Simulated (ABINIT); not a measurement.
## Pb: equation of state with AM05

Pb:

```
CELL_PARAMETERS angstrom
-1.97966 1.97966 1.97966
1.97966 -1.97966 1.97966
1.97966 1.97966 -1.97966
ATOMIC_POSITIONS crystal
Pb 0.00000 0.00000 0.00000
```

This isn't the form of Pb at room conditions, which is fcc.

```json
{
  "Program": "ABINIT 10.8.3 (patched build)",
  "Task": "equation of state",
  "Functional": "AM05",
  "Potentials or basis": "JTH PAW PBE v2.0",
  "Cutoff": "707 eV",
  "k mesh": "9 × 9 × 9",
  "Occupations": "fermi-dirac, width 0.05 eV",
  "Spin": "no spin polarisation",
  "Fine-grid cutoff": "1306.15 eV"
}
```

The equilibrium volume is 29.89 Å³/atom. The bulk modulus is 46 GPa and the pressure derivative of the bulk modulus is 6.2.

Energy against volume, from the lowest point:
```
volume (Å³/atom)  energy (meV/atom)
          29.172               2.60
          29.792               0.00
          30.413               1.17
          31.034               5.65
          31.654              12.94
          32.275              22.62
          32.896              34.39
```

Wall time 120 s on 1 thread of AMD EPYC 7R43 64-Core Processor (Zen 3), with other jobs on the host, peak memory 0.15 GiB.

Caveat: pressures at fixed basis lie under the slope of the energies; the PAW data sets were made with another functional, which shifts forces and pressure a little. The run has no spin-orbit coupling, so splittings on Pb are missing.
